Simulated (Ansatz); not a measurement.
**TiAl: competing structures**

The calculation used DFT r2SCAN, scalar-relativistic, plane waves, PAW in Ansatz. All cells share a 500 eV cutoff and Γ-centred k meshes spaced at most 0.3 Å⁻¹ (0.19 for metals, 2π included).

All energies are static (0 K, no zero-point motion). Only the structures computed here compete, so a lower one can exist. For metals, differences of a few meV/atom aren't resolved. No run is spin-polarised.

```csv
#,started from,space group,atoms,V (Å³/atom),ΔE (meV/atom),gap on mesh (eV)
1,database cell,P4/mmm (No. 123),2,16.1,0,0.00
2,database cell,Pm-3m (No. 221),2,15.9,140,0.00
```

The lowest structure: Space group P4/mmm (No. 123), tetragonal, a = 2.811 Å, c = 4.062 Å. Ti is coordinated by 4 Ti at 2.81 Å and 8 Al at 2.84 Å; around Al lie 4 Al at 2.81 Å and 8 Ti at 2.84 Å. Its energy against the elements is -0.44 eV/atom. The zero of energy is the lowest elemental structures computed at the same level; no fitted shifts are applied.

Space group P4/mmm (No. 123). a = 2.811 Å, b = 2.811 Å, c = 4.062 Å, α = 90.00°, β = 90.00°, γ = 90.00°
| atom | site | symmetry | x | y | z |
| --- | --- | --- | --- | --- | --- |
| Ti | 1d | 4/mmm | 0.5000 | 0.5000 | 0.5000 |
| Al | 1a | 4/mmm | 0.0000 | 0.0000 | 0.0000 |

The second: Space group Pm-3m (No. 221), cubic, a = 3.171 Å. Ti has 8 Al at 2.75 Å and 6 Ti at 3.17 Å; Al is coordinated by 8 Ti at 2.75 Å and 6 Al at 3.17 Å.